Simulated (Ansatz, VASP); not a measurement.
# Hf2B3 in VASP and in Ansatz

```
Hf B
1.0
     4.17582    0.00000    0.00000
     0.00000    4.17582    0.00000
     0.00000    0.00000    4.17582
Hf B
2 3
Direct
  0.00000 0.00000 0.00000
  0.50000 0.50000 0.50000
  0.00000 0.50000 0.50000
  0.50000 0.00000 0.50000
  0.50000 0.50000 0.00000
```

Alike in both runs: functional PBE; k mesh 4 × 4 × 4; occupations gaussian, width 0.1 eV; no spin polarisation.

Ansatz relaxed the structure, and its values are those at the end. VASP's run is a single point on that final structure, the one shown.

```csv
,VASP,Ansatz
version,VASP 6.6.1,Ansatz 0.2.0
potentials or method,"VASP PAW PBE potentials, release 64 (Hf_pv, B)","scalar-relativistic, plane waves, PAW"
plane-wave cutoff (eV),520,420
valence electrons in the cell,29,61
```

```tsv
	VASP	Ansatz	Ansatz less VASP
gap on the k mesh at the Fermi level (eV)	none	none	-
pressure (GPa)	1.3	0.3	-1.06
```

A gap of «none» marks a metal or a gap that the smearing closes. The functional is the same, so the differences come from potentials, cutoffs and numerics. The two sets of potentials don't hold the same shells in valence.

Caveats: the k mesh is coarse (spacing up to 0.38 Å⁻¹), so the values aren't converged. Spin-orbit coupling is left out, which matters for the levels of Hf.
